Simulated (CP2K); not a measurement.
## InAs in CP2K: convergence with smearing width

InAs:

```
In As
1.0
     4.06912    0.00000    0.00000
     2.03456    3.52396    0.00000
     2.03456    1.17465    3.32242
In As
1 1
Direct
  0.50000 0.50000 0.50000
  0.00000 0.00000 0.00000
```

Measurements of this composition are mostly on another form, of space group No. 216.

- Program: CP2K 2026.2
- Task: single point
- Functional: PBE
- Potentials or basis: POTENTIAL_UZH In GTH-PBE-q13, As GTH-PBE-q5; DZVP-MOLOPT-PBE-GTH basis
- Density cutoff: 6123 eV
- k mesh: 6 × 6 × 6
- Occupations: fermi-dirac, width 0.5 eV
- Spin: no spin polarisation

These are the settings of the first run; the series varies smearing width, with any setting tied to it.

Hardware: 1 thread of Arm Neoverse V2, with other jobs on the host.

| smearing width | energy less the tightest run, at zero smearing (meV/atom) | pressure (GPa) | SCF cycles | CPU time (s) | peak memory (GiB) |
| --- | --- | --- | --- | --- | --- |
| 0.5 eV | -3.87 | 2.02 | 12 | 27 | 0.29 |
| 0.3 eV | -7.77 | 0.98 | 12 | 27 | 0.29 |
| 0.2 eV | -7.00 | 0.70 | 12 | 26 | 0.29 |
| 0.1 eV | -3.26 | 0.54 | 12 | 27 | 0.29 |
| 0.05 eV | -1.20 | 0.49 | 12 | 26 | 0.29 |
| 0.025 eV | -0.24 | 0.47 | 12 | 26 | 0.29 |
| 0.01 eV | 0.00 | 0.46 | 12 | 26 | 0.29 |

Against the tightest run, the energy stays within 1 meV/atom from 0.025 eV on; the pressure stays within 0.1 GPa from 0.1 eV on. Narrower smearing needs a denser k mesh, so at a fixed mesh the narrowest width isn't the most accurate. The tightest run that finished is the yardstick and may itself not be fully converged.

Caveat, for the tightest run too: the basis of atomic orbitals isn't converged, which shifts pressures, moduli and gaps.
